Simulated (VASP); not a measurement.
# Relaxed cell of ZnS (Sphalerite): a test of cutoff and mesh, part 2 of 2

How far does the relaxed cell of ZnS (Sphalerite) depend on cutoff and k mesh? The starting structure is a measured crystal structure from the Crystallography Open Database. The first relaxation on each setting starts from this cell expanded by 3 % in volume.

VASP 6.6.1.

Results so far: reference 19.24 Å³ an atom; a cutoff of 280 eV 19.05 Å³ an atom; a 4×4×4 mesh 19.34 Å³ an atom.

## (5) Relaxation with a cutoff of 600 eV

Level of this step: PBEsol; plane waves and PAW (Zn, S) (VASP).

Against step 2 the input has ENCUT = 600. This run starts from the cell of an earlier relaxation, which isn't shown; the restart sets up the plane waves anew.

The input, INCAR:

```
SYSTEM = ZnS
PREC = Accurate
ENCUT = 600
EDIFF = 1E-06
NELM = 100
ISMEAR = 0
SIGMA = 0.03
LREAL = .FALSE.
ALGO = Normal
GGA = PS
NBANDS = 15
LORBIT = 11
LWAVE = .FALSE.
LCHARG = .FALSE.
KPAR = 4
IBRION = 2
NSW = 50
ISIF = 3
EDIFFG = -0.006
```

The input, POSCAR:

```
ZnS
1.0
    0.0000000000      2.6804457634      2.6804457634
    2.6804457634      0.0000000000      2.6804457634
    2.6804457634      2.6804457634      0.0000000000
Zn S
1 1
Direct
    0.0000000000      0.0000000000      0.0000000000
    0.7500000000      0.7500000000      0.7500000000
```

The input, KPOINTS:

```
Automatic mesh
0
Gamma
8 8 8
0 0 0
```

Potentials, in the order of the species: Zn and S (PBE family, release 64).

Run with:

```sh
> mpirun -np 4 vasp_std
```

Output:

```text
[... set-up lines as in an earlier step ...]
 entering main loop
       N       E                     dE             d eps       ncg     rms          rms(c)
DAV:   1     0.964460661730E+02    0.96446E+02   -0.98505E+03   870   0.163E+03
DAV:   2    -0.137305169685E+01   -0.97819E+02   -0.91974E+02   982   0.290E+02
DAV:   3    -0.791872569076E+01   -0.65457E+01   -0.65140E+01  1080   0.719E+01
DAV:   4    -0.799593472219E+01   -0.77209E-01   -0.77185E-01  1059   0.805E+00
[...]
DAV:  10    -0.758756853547E+01   -0.83797E-04   -0.16267E-04  1060   0.100E-01    0.280E-02
DAV:  11    -0.758756003449E+01    0.85010E-05   -0.28193E-05  1073   0.444E-02    0.613E-03
DAV:  12    -0.758756029720E+01   -0.26271E-06   -0.32611E-06  1031   0.177E-02
   1 F= -.75875603E+01 E0= -.75875603E+01  d E =-.758756E+01
[...]
reached required accuracy - stopping structural energy minimisation
```

Elapsed: 6.4 s, on 4 MPI ranks of AMD EPYC 7R43, shared host; peak memory 0.56 GiB.

From OUTCAR (step 5):

```text
  Total        0.0051053      0.0051053      0.0051053     -0.0000000      0.0000000      0.0000000
  in kB        0.2123655      0.2123655      0.2123655     -0.0000000      0.0000000      0.0000000
  external PRESSURE =       0.2123655 kB  Pullay stress =       0.0000000 kB

 POSITION                                       TOTAL-FORCE (eV/Angst)
 -----------------------------------------------------------------------------------
      0.00000      0.00000      0.00000         0.000000      0.000000      0.000000
      4.02067      4.02067      4.02067        -0.000000     -0.000000     -0.000000
 -----------------------------------------------------------------------------------
    total drift:                               -0.000000     -0.000000     -0.000000

  FREE ENERGIE OF THE ION-ELECTRON SYSTEM (eV)
  ---------------------------------------------------
  free  energy   TOTEN  =        -7.5875602972 eV

  energy  without entropy=       -7.5875602972  energy(sigma->0) =       -7.58756030

[... 2 parts as in an earlier step ...]

[... 2 further parts left out ...]
[key lines of the parts left out:]
E-fermi :   2.4053
```

With a cutoff of 600 eV the cell ends at 19.258 Å³ an atom, +0.07 % from the reference; the bulk modulus is 78.7 GPa against 78.8 GPa.

## (6) Relaxation with a 10×10×10 mesh

Against step 2 the input has a 10×10×10 mesh. This run starts from the cell of an earlier relaxation, which isn't shown; the restart sets up the plane waves anew.

Changes to INCAR since step 5:

```diff
@@ -2,3 +2,3 @@
 PREC = Accurate
-ENCUT = 600
+ENCUT = 450
 EDIFF = 1E-06
```

The input, POSCAR:

```
ZnS
1.0
    0.0000000000      2.6797566055      2.6797566055
    2.6797566055      0.0000000000      2.6797566055
    2.6797566055      2.6797566055      0.0000000000
Zn S
1 1
Direct
    0.0000000000      0.0000000000      0.0000000000
    0.7500000000      0.7500000000      0.7500000000
```

The input, KPOINTS:

```
Automatic mesh
0
Gamma
10 10 10
0 0 0
```

Run with:

```sh
> mpirun -np 4 vasp_std
```

Output:

```text
[... set-up lines as in an earlier step ...]
 entering main loop
       N       E                     dE             d eps       ncg     rms          rms(c)
DAV:   1     0.870837214182E+02    0.87084E+02   -0.84767E+03  1410   0.133E+03
DAV:   2    -0.230481883970E+01   -0.89389E+02   -0.83773E+02  1564   0.259E+02
DAV:   3    -0.793393592490E+01   -0.56291E+01   -0.56061E+01  1739   0.655E+01
DAV:   4    -0.799525300755E+01   -0.61317E-01   -0.61305E-01  1718   0.712E+00
[...]
DAV:  10    -0.758696528839E+01   -0.83585E-04   -0.16177E-04  1698   0.989E-02    0.267E-02
DAV:  11    -0.758695712392E+01    0.81645E-05   -0.26666E-05  1718   0.428E-02    0.597E-03
DAV:  12    -0.758695737919E+01   -0.25528E-06   -0.31700E-06  1648   0.174E-02
   1 F= -.75869574E+01 E0= -.75869574E+01  d E =-.758696E+01
[...]
reached required accuracy - stopping structural energy minimisation
```

Elapsed: 6.8 s, on 4 MPI ranks; peak memory 0.52 GiB.

OUTCAR, selected parts (step 6):

```text
  Total       -0.0053080     -0.0053080     -0.0053080      0.0000000     -0.0000000      0.0000000
  in kB       -0.2209670     -0.2209670     -0.2209670      0.0000000     -0.0000000      0.0000000
  external PRESSURE =      -0.2209670 kB  Pullay stress =       0.0000000 kB

 POSITION                                       TOTAL-FORCE (eV/Angst)
 -----------------------------------------------------------------------------------
      0.00000      0.00000      0.00000         0.000000      0.000000      0.000000
      4.01963      4.01963      4.01963        -0.000000     -0.000000     -0.000000
 -----------------------------------------------------------------------------------
    total drift:                               -0.000002     -0.000002     -0.000002

  FREE ENERGIE OF THE ION-ELECTRON SYSTEM (eV)
  ---------------------------------------------------
  free  energy   TOTEN  =        -7.5869573792 eV

  energy  without entropy=       -7.5869573792  energy(sigma->0) =       -7.58695738

[... 1 part as in an earlier step ...]

[... 3 further parts left out ...]
[key lines of the parts left out:]
E-fermi :   2.3828
```

With a 10×10×10 mesh the cell ends at 19.244 Å³ an atom, +0.00 % from the reference; the bulk modulus is 78.6 GPa against 78.8 GPa.

## (7) Comparison

| run | volume (Å³/atom) | change (%) | bulk modulus (GPa) | pressure left (GPa) | core minutes |
| --- | --- | --- | --- | --- | --- |
| reference | 19.244 | - | 78.8 | -0.02 | 1.15 |
| a cutoff of 280 eV | 19.05 | -1.01 | 80.5 | 0.03 | 1.0 |
| a 4×4×4 mesh | 19.336 | 0.48 | 78.2 | -0.04 | 0.6 |
| a cutoff of 600 eV | 19.258 | 0.07 | 78.7 | 0.02 | 1.64 |
| a 10×10×10 mesh | 19.244 | 0.0 | 78.6 | -0.02 | 1.53 |

Core minutes are wall time times ranks, summed over the relaxations behind a row (those for a bulk modulus apart), on shared hosts.

## (8) Summary of results

| Quantity | Value |
| --- | --- |
| volume of the reference | 19.24 Å³/atom |
| volume against the reference, a cutoff of 280 eV | -1.01 % |
| volume against the reference, a 4×4×4 mesh | +0.48 % |
| volume against the reference, a cutoff of 600 eV | +0.07 % |
| volume against the reference, a 10×10×10 mesh | +0.00 % |

In words: The volume moves most with a cutoff of 280 eV: -1.01 % against the reference (450 eV, 8×8×8 mesh). On finer settings it changes by +0.07 % with a cutoff of 600 eV and +0.00 % with a 10×10×10 mesh. The relaxations stop with up to 0.04 GPa left, which at the bulk modulus found here is 0.05 % of the volume. That understates it: a restart alone still moved the volume by up to 0.5 %. A cell that shrinks at the lower cutoff is the usual mark of Pulay stress, the error that a plane-wave basis makes when it is kept while the volume changes. The bulk modulus is more sensitive: it changes by +2.2 % with a cutoff of 280 eV. Further runs on this material are not shown.

[Lines on the potential files, build, host, timing and source positions are cut from VASP's logs without a mark.]

[Logs are printed without paths, hosts, clocks, repeated set-up lines and the standing remarks that a program may print on its own settings, such as how far it seeks lower states.]

[Hosts, paths, dates, database ids (printed as entryN), source tags and the programs' standing remarks are cut or masked in the printed files.]
